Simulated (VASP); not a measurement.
# Settings for GaP: band structure

GaP, F-43m (no. 216), 2 atoms in the cell. PBEsol; PAW potentials Ga_d, P (PBE set). VASP 6.6.1.

Wanted: band energies at the path's corners within 0.02 eV; smallest gap over path and mesh within 0.01 eV.

What the run is for: bands; Accuracy asked: standard; Route: fixed density (ICHARG 11).

Band energies at the path's corners: counted from the valence top.

POSCAR:
```
GaP
1.0
    0.0000000000      2.7252500000      2.7252500000
    2.7252500000      0.0000000000      2.7252500000
    2.7252500000      2.7252500000      0.0000000000
Ga P
1 1
Direct
    0.0000000000      0.0000000000      0.0000000000
    0.7500000000      0.7500000000      0.7500000000
```

The series start from Plane-wave cutoff (eV): 330; k-point mesh: 6 × 6 × 6; k points a path segment: 12; Electronic threshold (eV): 1e-6; Precision mode (PREC): Accurate; Bands in all (NBANDS): 21; Aspherical gradient terms in the spheres (LASPH): yes. Each series keeps the choices made before it, and each single choice may use up half of a tolerance. Times cover all steps of a run.

## Plane-wave cutoff (eV)

| Plane-wave cutoff (eV) | Band energies at the path's corners, largest deviation (eV) | Smallest gap over path and mesh (eV) | Time (s) |
|---|---|---|---|
| 230 | 0.021 | 1.479 | 11 |
| 280 | 0.007 | 1.471 | 14 |
| 330 | 0.002 | 1.470 | 12 |
| 370 | 0.001 | 1.470 | 12 |
| 460 | 0.000 | 1.470 | 26 |
| 580 (reference) | 0.000 | 1.470 | 34 |

Chosen: 280, the loosest value from which every tighter one stays within half of the tolerance.

## k-point mesh

| k-point mesh | Band energies at the path's corners, largest deviation (eV) | Smallest gap over path and mesh (eV) | Time (s) |
|---|---|---|---|
| 2 × 2 × 2 | 0.260 | 1.261 | 9.6 |
| 3 × 3 × 3 | 0.089 | 1.398 | 9.8 |
| 4 × 4 × 4 | 0.034 | 1.445 | 9.9 |
| 5 × 5 × 5 | 0.014 | 1.463 | 10 |
| 6 × 6 × 6 | 0.006 | 1.471 | 14 |
| 7 × 7 × 7 | 0.002 | 1.466 | 11 |
| 9 × 9 × 9 (reference) | 0.000 | 1.472 | 12 |

Chosen: 9 × 9 × 9; the next looser run is off by more than half of the tolerance, so convergence isn't shown beyond this value.

## Electronic threshold (eV)

| Electronic threshold (eV) | Band energies at the path's corners, largest deviation (eV) | Smallest gap over path and mesh (eV) | Time (s) |
|---|---|---|---|
| 0.001 | 0.005 | 1.467 | 8.0 |
| 0.0001 | 0.002 | 1.470 | 8.1 |
| 1e-5 | 0.000 | 1.472 | 9.5 |
| 1e-6 | 0.000 | 1.472 | 8.5 |
| 1e-7 (reference) | 0.000 | 1.472 | 11 |

Chosen: 0.0001.

## Precision mode (PREC)

| Precision mode (PREC) | Band energies at the path's corners, largest deviation (eV) | Smallest gap over path and mesh (eV) | Time (s) |
|---|---|---|---|
| SingleN | 0.019 | 1.485 | 4.5 |
| Normal | 0.000 | 1.471 | 4.7 |
| Accurate (reference) | 0.000 | 1.470 | 8.1 |

Chosen: Normal.

## Bands in all (NBANDS)

| Bands in all (NBANDS) | Band energies at the path's corners, largest deviation (eV) | Smallest gap over path and mesh (eV) | Time (s) |
|---|---|---|---|
| 11 | 0.002 | 1.470 | 4.0 |
| 12 | 0.000 | 1.470 | 3.6 |
| 13 | 0.000 | 1.470 | 3.7 |
| 15 | 0.001 | 1.471 | 4.2 |
| 21 | 0.000 | 1.471 | 4.7 |
| 31 (reference) | 0.000 | 1.471 | 6.3 |

Chosen: 11.

## Aspherical gradient terms in the spheres (LASPH)

| Aspherical gradient terms in the spheres (LASPH) | Band energies at the path's corners, largest deviation (eV) | Smallest gap over path and mesh (eV) | Time (s) |
|---|---|---|---|
| no | 0.001 | 1.471 | 2.7 |
| yes (reference) | 0.000 | 1.470 | 4.0 |

Chosen: no.

Also changed on the way, by series that aren't shown: k points a path segment: 5.

## All choices together

| Input | Band energies at the path's corners, largest deviation (eV) | Smallest gap over path and mesh (eV) | Time (s) |
|---|---|---|---|
| the program's defaults (naive) | 0.030 | 1.447 | 4.4 |
| chosen settings | 0.010 | 1.471 | 2.7 |
| reference settings throughout | 0.000 | 1.468 | 134 |

The chosen settings stay within the tolerance of the reference run, but the reference itself isn't shown to be converged in: k-point mesh.

## The input

INCAR.step1:
```
SYSTEM = GaP
ALGO = Normal
EDIFF = 1E-4
EFERMI = MIDGAP
ENCUT = 280
GGA = PS
GGA_COMPAT = .FALSE.
ISMEAR = 0
LASPH = .FALSE.
LCHARG = .TRUE.
LREAL = .FALSE.
LWAVE = .FALSE.
NBANDS = 11
NELM = 120
PREC = Normal
SIGMA = 0.03
```

INCAR.step2, as INCAR.step1 but for:
```
- LCHARG = .TRUE.
+ ICHARG = 11
+ LCHARG = .FALSE.
```

KPOINTS.step1:
```
Automatic mesh
0
Gamma
  9 9 9
  0 0 0
```

KPOINTS.step2:
```
path GXWKGLUWLK,UX
5
line-mode
reciprocal
 0.0000000000  0.0000000000  0.0000000000  G
 0.5000000000  0.0000000000  0.5000000000  X

 0.5000000000  0.0000000000  0.5000000000  X
 0.5000000000  0.2500000000  0.7500000000  W

 0.5000000000  0.2500000000  0.7500000000  W
 0.3750000000  0.3750000000  0.7500000000  K

 0.3750000000  0.3750000000  0.7500000000  K
 0.0000000000  0.0000000000  0.0000000000  G

 0.0000000000  0.0000000000  0.0000000000  G
 0.5000000000  0.5000000000  0.5000000000  L

 0.5000000000  0.5000000000  0.5000000000  L
 0.6250000000  0.2500000000  0.6250000000  U

 0.6250000000  0.2500000000  0.6250000000  U
 0.5000000000  0.2500000000  0.7500000000  W

 0.5000000000  0.2500000000  0.7500000000  W
 0.5000000000  0.5000000000  0.5000000000  L

 0.5000000000  0.5000000000  0.5000000000  L
 0.3750000000  0.3750000000  0.7500000000  K

 0.6250000000  0.2500000000  0.6250000000  U
 0.5000000000  0.0000000000  0.5000000000  X
```

Commands (each step's output is kept before the next begins):
```
cat potpaw_PBE.64/Ga_d/POTCAR potpaw_PBE.64/P/POTCAR > POTCAR
cp INCAR.step1 INCAR
cp KPOINTS.step1 KPOINTS
mpirun -np 1 vasp_std > vasp.out
cp INCAR.step2 INCAR
cp KPOINTS.step2 KPOINTS
mpirun -np 1 vasp_std > vasp.out
```

Limits: PBEsol gaps are mostly well below measured ones.

The chosen input took VASP 6.6.1 2.7 s on 1 core (Intel Xeon 6975P-C (Granite Rapids)), a shared host.

## An input that fails: mixing far too strong

The electronic loop stops at its limit of 75 steps.

Changes against the starting input:
```
- NELM = 120
+ NELM = 75
+ IMIX = 1
+ AMIX = 1.5
+ BMIX = 0.0001
```
